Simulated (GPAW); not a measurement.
# TiO2 (P4_2/mnm) in GPAW: notebook

Aim: see how the results for TiO2 move with the level of theory and the settings. Levels: LDA, optB88-vdW, PW91. Tasks: equation of state, band structure.

All numbers are computed with GPAW 26.7.0; they aren't measurements. Logs are shortened: lines on timing, memory, paths and dates and some standing lists are left out, and cuts for length are marked. The log counts tension as positive stress, the text compression.

**The experiment to reproduce.**

From “Shallow Valence Band of Rutile GeO2 and P-type Doping”, 2020, arxiv:2011.08928, for a bulk crystal of TiO2 at 1.6 K: band gap 3.03 eV (direct).

The results are compared with them further down.

### Step 1. The crystal as given

The structure is tetragonal, space group P4_2/mnm (No. 136). The conventional cell has a = 4.600 Å, b = 4.600 Å, c = 2.959 Å, α = 90.00°, β = 90.00°, γ = 90.00°. Ti (site symmetry mmm) has 6 O at 1.95 to 1.98 Å as nearest neighbours. O (site symmetry m2m) is surrounded by 3 Ti at 1.95 to 1.98 Å.

The cell is a database's computed one.

### Step 2. Equation of state, LDA

run.py reads:

```python
from ase.eos import EquationOfState
from ase.io import Trajectory
from ase.spacegroup import crystal
from ase.units import GPa
from gpaw import GPAW, PW

# Ti 2b
# O 4g
atoms = crystal(['Ti', 'O'],
                basis=[[0.0, 0.0, 0.5],
                       [0.30432132, 0.30432132, 0.5]],
                spacegroup=136, setting=1,  # P4_2/mnm
                cellpar=[4.59983732, 4.59983732, 2.95921356, 90.0, 90.0, 90.0],
                primitive_cell=True)

traj = Trajectory('eos.traj', 'w')
volumes, energies = [], []
for x in [0.94, 0.96, 0.98, 1.0, 1.02, 1.04, 1.06]:
    a = atoms.copy()
    a.set_cell(atoms.cell * x**(1 / 3), scale_atoms=True)
    calc = GPAW(mode=PW(1600),
                xc='LDA',
                kpts={'size': (4, 4, 6), 'gamma': True},
                occupations={'name': 'fermi-dirac', 'width': 0.05},
                setups='hgh',
                nbands=-19,
                convergence={'density': 1e-05, 'energy': 1e-05},
                maxiter=150,
                txt=f'eos-{x:.2f}.txt')
    a.calc = calc
    energies.append(a.get_potential_energy(force_consistent=True))
    volumes.append(a.get_volume())
    p = -a.get_stress()[:3].mean() / GPa
    calc.write(f'eos-{x:.2f}.gpw')
    traj.write(a)
    print(f'{x:.2f} {volumes[-1]:10.4f} A^3 {energies[-1]:14.6f} eV {p:9.3f} GPa', flush=True)

v0, e0, B = EquationOfState(volumes, energies, eos='birchmurnaghan').fit()
print(f'V0 = {v0:.4f} A^3, E0 = {e0:.6f} eV, B0 = {B / GPa:.2f} GPa')
```

Potentials or basis: HGH pseudopotentials, pw.

The run is started by

```console
> OMP_NUM_THREADS=1 python run.py
```

Log:

```text
__  _  _
 | _ |_)|_||  |
 |__||  | ||/\| - 26.7.0

Input parameters:
  mode=PW(ecut=1600.0),
  convergence={'density': 1e-05, 'energy': 1e-05},
  kpts=MonkhorstPack(size=(4, 4, 6), gamma=True),
  maxiter=150,
  nbands=-19,
  occupations=Occupations(name='fermi-dirac', width=0.05),
  setups={'default': 'hgh'},
  xc=XC(name='LDA')

Diagonalizing LCAO Hamiltonian
Converting LCAO to pw mode
    .----------.
   /|          |
  / |          |
 *  |      O   |
 |  .O---------.
 Ti/  O       /
 |/     TiO  /
 *----------*

Atoms  # Å, Bohr magnetons
|   | symbol |        x |        y |        z |    initial magnetic moments |
|---|--------|----------|----------|----------|-----------------------------|
| 0 |     Ti | 0.000000 | 0.000000 | 1.449402 | ( 0.0000,  0.0000,  0.0000) |
| 1 |     Ti | 2.252968 | 2.252968 | 0.000000 | ( 0.0000,  0.0000,  0.0000) |
| 2 |      O | 1.371253 | 1.371253 | 1.449402 | ( 0.0000,  0.0000,  0.0000) |
| 3 |      O | 3.134684 | 3.134684 | 1.449402 | ( 0.0000,  0.0000,  0.0000) |
| 4 |      O | 0.881716 | 3.624221 | 0.000000 | ( 0.0000,  0.0000,  0.0000) |
| 5 |      O | 3.624221 | 0.881716 | 0.000000 | ( 0.0000,  0.0000,  0.0000) |

Unit cell  # Å
| periodic |        x |        y |        z |  lengths |    angles |
|----------|----------|----------|----------|----------|-----------|
|      yes | 4.505937 | 0.000000 | 0.000000 | 4.505937 | 90.000000 |
|      yes | 0.000000 | 4.505937 | 0.000000 | 4.505937 | 90.000000 |
|      yes | 0.000000 | 0.000000 | 2.898804 | 2.898804 | 90.000000 |

Number of symmetries: 8
Symmetry operations  # r_c * U_cc + t_c -> r_c
|   | kind |            matrix            |
|---|------|------------------------------|
| 0 |  E   |  1, 0, 0,  0, 1, 0,  0, 0, 1 |
| 1 |  σ   |  1, 0, 0,  0, 1, 0,  0, 0,-1 |
| 2 |  σ   |  0, 1, 0,  1, 0, 0,  0, 0, 1 |
| 3 |  C2  |  0, 1, 0,  1, 0, 0,  0, 0,-1 |
| 4 |  σ   |  0,-1, 0, -1, 0, 0,  0, 0, 1 |
| 5 |  C2  |  0,-1, 0, -1, 0, 0,  0, 0,-1 |
| 6 |  C2  | -1, 0, 0,  0,-1, 0,  0, 0, 1 |
| 7 |  i   | -1, 0, 0,  0,-1, 0,  0, 0,-1 |

BZ-sampling:
  Number of BZ points: 96
  Number of IBZ points: 28

  Monkhorst-Pack size: [4, 4, 6]
  Monkhorst-Pack shift: [0.125, 0.125, 0.08333333333333333]

K-points  # in reciprocal-cell coordinates
|     |                                coordinates |     weight |
|-----|--------------------------------------------|------------|
|   0 | (  0.00000000,   0.00000000,   0.00000000) | 0.01041667 |
|   1 | (  0.00000000,   0.00000000,   0.16666667) | 0.02083333 |
|   2 | (  0.00000000,   0.00000000,   0.33333333) | 0.02083333 |
|   3 | (  0.00000000,   0.00000000,   0.50000000) | 0.01041667 |
|   4 | (  0.25000000,  -0.25000000,   0.00000000) | 0.02083333 |
|   5 | (  0.25000000,  -0.25000000,   0.16666667) | 0.04166667 |
|   6 | (  0.25000000,  -0.25000000,   0.33333333) | 0.04166667 |
|   7 | (  0.25000000,  -0.25000000,   0.50000000) | 0.02083333 |
|   8 | (  0.25000000,   0.00000000,   0.00000000) | 0.04166667 |
|   9 | (  0.25000000,   0.00000000,   0.16666667) | 0.08333333 |
| ... |                                            |            |
|  27 | (  0.50000000,   0.50000000,   0.50000000) | 0.01041667 |

Plane wave coefficients: 8584
Cutoff: 1600.0 eV

Spin-components: 1 (collinear spins)
Bands:           35
Projectors:      20
Spin-degeneracy: 2
Datatype:        complex128

Parallelization:
  kpt:    1
  domain: 1
  band:   1

Density:
  Valence electrons: 32.0
  Components: 1
  Grid points: [42 42 27]
  Charge: 0.0  # |e|

Potential:
  Grid points: [42 42 27]

species:
  HGH setup for Ti
      Valence Z=4, rloc=0.72000
      Local part coeffs: zeros
      Projectors:
          l=0, rc=0.52841
          l=1, rc=0.79115
          l=2, rc=0.40871
      Diagonal coefficients of nonlocal parts:
          l=0:  1.86661,  1.44023,  3.65817
          l=1:  0.96792,  0.26069
          l=2: -4.82646

    LCAO basis set for Ti:
      Name: atompaw.sz
      This basis set was not loaded from a file
      Number of radial functions: 2
      Number of spherical harmonics: 6
        l=0, rc=8.9500 Bohr: 1s e=-0.164 f=2.000
        l=2, rc=8.9500 Bohr: 1d e=-0.159 f=2.000
      Number of RI-basis functions 0

  HGH setup for O
      Valence Z=6, rloc=0.24762
      Local part coeffs: -16.58032, 2.39570
      Projectors:
          l=0, rc=0.22179
          l=1, rc=0.25683
      Diagonal coefficients of nonlocal parts:
          l=0: 18.26692
          l=1:  0.00000

    LCAO basis set for O:
      Name: atompaw.sz
      This basis set was not loaded from a file
      Number of radial functions: 2
      Number of spherical harmonics: 4
        l=0, rc=8.9500 Bohr: 1s e=-0.871 f=2.000
        l=1, rc=8.9500 Bohr: 1p e=-0.338 f=4.000
      Number of RI-basis functions 0

Reference energy: 0.000000  # eV

eigensolver:
  PPCG
  Converge bands: occupied
  niter=2

density mixing:
  MSR1-Mixer
  Pratt-step length: 0.05
  Maximum mixing coefficient: 0.75
  Old densities: 10
  SVD Regularization: 0.005
  Good broyden scale: 1.0
  Trust region scale: 1.0
  Backstep threshold: 4.0
  History deletion threshold: 6.0
  Fourier metric: weight=20.0, sigma=0.015

occupation numbers:
  Fermi-Dirac:
    width: 0.0500  # eV

poisson solver:
  ecut: 12800.0  # eV

xc functional:
  name: None

convergence criteria:
- Maximum integral of absolute [dens]ity change: 1e-05 electrons / valence electron
- Maximum [total energy] change in last 3 cyles: 1e-05 eV / valence electron
- Maximum integral of absolute [eigenst]ate change: 4e-08 eV^2 / valence electron
maximum number of iterations: 150

SCF iterations
|iter     | |      energy | eigst |  dens |
|---------|-|-------------|-------|-------|
|iter:   1| |-1951.243286 | +0.54 |       |
|iter:   2| |-1949.319736 | -1.02 | -0.65 |
|iter:   3| |-1944.782354 | -0.47 | -0.71 |
|iter:   4| |-1944.708047 | -2.32 | -1.32 |
|iter:   5| |-1944.702324 | -2.71 | -1.52 |
|iter:   6| |-1944.699485 | -3.97 | -2.30 |
|iter:   7| |-1944.699793 | -4.68 | -2.75 |
|iter:   8| |-1944.699670c| -5.39 | -3.07 |
|iter:   9| |-1944.699678c| -6.43 | -3.58 |
|iter:  10| |-1944.699677c| -6.90 | -3.96 |
|iter:  11| |-1944.699676c| -7.64c| -4.28 |
|iter:  12| |-1944.699676c| -8.16c| -4.95 |
|iter:  13| |-1944.699676c| -9.06c| -5.62c|

Converged in 13 steps
Energy contributions relative to reference atoms: (reference = 0.000000)

Energy contributions:
  Kinetic:        1616.401058
  Coulomb:       -2918.562943
  Zero:           -197.523066
  External:          0.000000
  Xc:             -445.014726
  Entropy:          -0.000000
  Spinorbit:         0.000000
  ----------------------------
  Free energy:   -1944.699676
  Extrapolated:  -1944.699676

dipole moment: (-9.011873, -9.011873, -23.190436)  # |e|*Ang

Fermi level: 5.270
Eigenvalues  # (at kpt = [0.000, 0.000, 0.000])
| band index |      eig [eV] | occ [0-2] |
|------------|---------------|-----------|
|          0 |       -14.207 |     2.000 |
|        ... |               |           |
|          8 |         0.113 |     2.000 |
|          9 |         1.503 |     2.000 |
|         10 |         1.503 |     2.000 |
|         11 |         2.157 |     2.000 |
|         12 |         3.670 |     2.000 |
|         13 |         3.952 |     2.000 |
[... 8 lines left out ...]
|         22 |         9.622 |     0.000 |
|         23 |        11.623 |     0.000 |
|        ... |               |           |
|         34 |        24.025 |     0.000 |

Gap: 2.012 eV
Transition (v -> c):
  (s=0, k=0, n=15, [0.00, 0.00, 0.00]) -> (s=0, k=0, n=16, [0.00, 0.00, 0.00])
No difference between direct/indirect transitions

Stress tensor  # eV/Ang^3
|        x |        y |        z |
|----------|----------|----------|
| 0.196618 | 0.000001 | 0.000000 |
| 0.000001 | 0.196618 | 0.000000 |
| 0.000000 | 0.000000 | 0.202026 |

# Writing to eos-0.94.gpw (mode='')
```

It took 31 min on 1 thread of AMD EPYC 7R13 (Zen 3), shared host; peak memory 0.8 GiB.

What came out:

| Item | Value |
| --- | --- |
| Equilibrium volume | 10.02 Å³/atom (rough: see the caveat) |
| Bulk modulus at fixed shape and positions | 230 GPa (rough) |

Energy against volume, from the lowest point:
| volume (Å³/atom) | energy (meV/atom) |
| --- | --- |
| 9.809 | 3.32 |
| 10.018 | 0.00 |
| 10.227 | 2.93 |
| 10.435 | 11.61 |
| 10.644 | 25.43 |
| 10.853 | 44.53 |
| 11.062 | 67.70 |

Caveat: the k mesh is coarse; the points scatter about the fit; the cell was scaled at fixed shape and fractional positions, which overstates the stiffness of a crystal with free parameters, most of all of layers and chains; HGH potentials are hard and often keep d shells in the core, so these values are rough.

(Part 1 of 2 ends here.)
